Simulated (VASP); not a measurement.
Wanted: the native input for a VASP 6.6.1 run.

```
Task                   : work function
Functional             : PBE
Potentials or basis    : VASP PAW PBE potentials, release 64 (Cu)
Cutoff                 : 520 eV
k mesh                 : 18 × 18 × 1
Occupations            : methfessel-paxton, width 0.2 eV
Spin                   : no spin polarisation
Further INCAR settings : ALGO = Normal; EDIFF = 1e-06
```

The structure of Cu lies in POSCAR:

```
Cu                                      
1.0
    2.5703331496      0.0000000000      0.0000000000
    0.0000000000      2.5703331496      0.0000000000
    0.0000000000      0.0000000000     18.6350000000
  Cu            
     3
Direct
     0.0000000000000000    0.0000000000000000    0.4048586746262045
     0.5000000000000000    0.5000000000000000    0.5000000000000000
     1.0000000000000000    1.0000000000000000    0.5951413253737954
```

The cell was built by a generator and needn't be a form met in nature.

These files were run (other wordings do the same):

INCAR

```
SYSTEM = Cu
PREC = Accurate
ENCUT = 520
EDIFF = 1E-6
ISMEAR = 1
SIGMA = 0.2
LREAL = .False.
LASPH = .True.
NELM = 60
ALGO = Normal
ISIF = 2
LWAVE = .False.
LCHARG = .True.
GGA = PE
LVHAR = .True.
LVACPOTAV = .True.
KPAR = 8
```

KPOINTS

```
Automatic mesh
0
Gamma
  18 18 1
  0 0 0
```

Potentials or basis: VASP PAW PBE potentials, release 64 (Cu).

The run is started by

```sh
$ cat potpaw_PBE.64/Cu/POTCAR > POTCAR
$ mpirun -np 8 vasp_std > vasp.out
```

It gave:

- Band gap on the k mesh: none (metal or under the smearing width)

It took 17 s on 8 MPI ranks on AMD EPYC 9R45 96-Core Processor (Zen 5) (shared host), peak memory 0.29 GiB a rank.
